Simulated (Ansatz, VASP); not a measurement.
Given: the input of a run of Ansatz 0.2.0 on Cd2S.

Contents of input.yaml:

```yaml
crystal:
  lattice:
    - [4.040389193, 0.0, 0.0]
    - [-2.0201945965, 3.4990796824, 0.0]
    - [0.0, 0.0, 5.9231266511]
  atoms:
    - { symbol: Cd, position: [0.3333333333, 0.6666666667, 0.932717] }
    - { symbol: Cd, position: [0.6666666667, 0.3333333333, 0.578735] }
    - { symbol: S, position: [0.3333333333, 0.6666666667, 0.365705] }
kpoints:
  mp_grid: { grid: [8, 8, 5] }
scf:
  occupations: { method: fermi_dirac, width: 0.05 }
hamiltonian:
  xc: pbesol
  pseudopotentials: { kind: all_electron, lapw: { basis_error: 0.002 } }
output:
  forces: true
  stress: true
  eigenvalues: true
```

Potentials or basis: all-electron LAPW, scalar-relativistic.

Launch:

```bash
$ ansatz run input.yaml --threads 2 --pin off --max-ram 6144MiB --backend cpu --events-out ev --progress --plain --runs-dir out
```

**Question.** Translate it to VASP 6.6.1. Potentials there: VASP PAW PBE potentials, release 64 (Cd, S).

**Answer.** As run (the cutoff follows the program's own potentials):

The input INCAR:

```
SYSTEM = Cd2S
  ALGO = Normal
  EDIFF = 1E-6
  ENCUT = 520
  GGA = PS
  ISIF = 2
  ISMEAR = -1
  LASPH = .TRUE.
  LCHARG = .TRUE.
  LELF = .TRUE.
  LREAL = .FALSE.
  LVHAR = .TRUE.
  LWAVE = .FALSE.
  NBANDS = 22
  NELM = 100
  PREC = Accurate
  SIGMA = 0.05
```

KPOINTS

```
k-points
0
G
  8 8 5
  0 0 0
```

The input POSCAR:

```
Cd2S
1.0
    4.0403891930      0.0000000000      0.0000000000
   -2.0201945965      3.4990796824      0.0000000000
    0.0000000000      0.0000000000      5.9231266511
Cd S
2 1
Direct
    0.3333333333      0.6666666667      0.9327170000
    0.6666666667      0.3333333333      0.5787350000
    0.3333333333      0.6666666667      0.3657050000
```

Potentials or basis: VASP PAW PBE potentials, release 64 (Cd, S).

Command:

```console
$ cat potpaw_PBE.64/Cd/POTCAR potpaw_PBE.64/S/POTCAR > POTCAR
$ mpirun -np 1 vasp_std > vasp.out
```

Both were run:

|  | VASP | Ansatz | Ansatz less VASP |
| --- | --- | --- | --- |
| gap on the k mesh at the Fermi level (eV) | 0.28 | 0.28 | +0.002 |
| least direct gap on the mesh (eV) | 0.57 | 0.57 | +0.002 |
| pressure (GPa) | -4.6 | -4.8 | -0.19 |
| largest component of the traceless stress (GPa) | 1.16 | 1.22 | +0.057 |
| rms of the force components (eV/Å) | 0.131 | 0.139 | +0.0078 |

Atom by atom the forces differ by 0.009 eV/Å (rms over components). Ansatz ran all-electron here, so the differences hold the error of VASP's frozen core and of both bases.

Caveats: an odd mesh through Γ misses points on the zone boundary, where band edges often lie; the PAW data sets were made with another functional, which shifts forces and pressure a little (VASP).
